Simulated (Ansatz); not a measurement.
LaAlO$_{3}$:
```yaml
crystal:
  lattice:
    - [3.77152, 0.00000, 0.00000]
    - [0.00000, 3.77152, 0.00000]
    - [0.00000, 0.00000, 3.77152]
  atoms:
    - { symbol: La, position: [0.50000, 0.50000, 0.50000] }
    - { symbol: Al, position: [0.00000, 0.00000, 0.00000] }
    - { symbol: O, position: [0.00000, 0.50000, 0.00000] }
    - { symbol: O, position: [0.50000, 0.00000, 0.00000] }
    - { symbol: O, position: [0.00000, 0.00000, 0.50000] }
```

Tensor components refer to the Cartesian frame of this cell.

Give the high-frequency dielectric tensor and the Born effective charge tensors of the independent atoms from DFPT, DFT-PBEsol in the program Ansatz with PAW potentials.


ε∞:
```
4.87  0.00  0.00
0.00  4.87  0.00
0.00  0.00  4.87
```
Z* of atom 1 (La), rows: field, columns: displacement, in e:
```
4.49  0.00  0.00
0.00  4.49  0.00
0.00  0.00  4.49
```
Z* of atom 2 (Al), rows: field, columns: displacement, in e:
```
2.90  0.00  0.00
0.00  2.90  0.00
0.00  0.00  2.90
```
Z* of atom 3 (O), rows: field, columns: displacement, in e:
```
-2.48   0.00   0.00
 0.00  -2.43   0.00
 0.00   0.00  -2.48
```

Space group Pm-3m (cubic perovskite). This is a known high-temperature phase of the composition, computed here at zero pressure and temperature. The PBEsol relaxation kept the symmetry of its start. At this level the phase is dynamically unstable (imaginary phonons). Scalar-relativistic: spin–orbit coupling is off unless named, which matters more the heavier the elements.

Potentials: the earlier of the program's two PAW sets. The files were generated under PBE; for other functionals the program regenerates the frozen cores, and for LDA and PBEsol the local potential too.
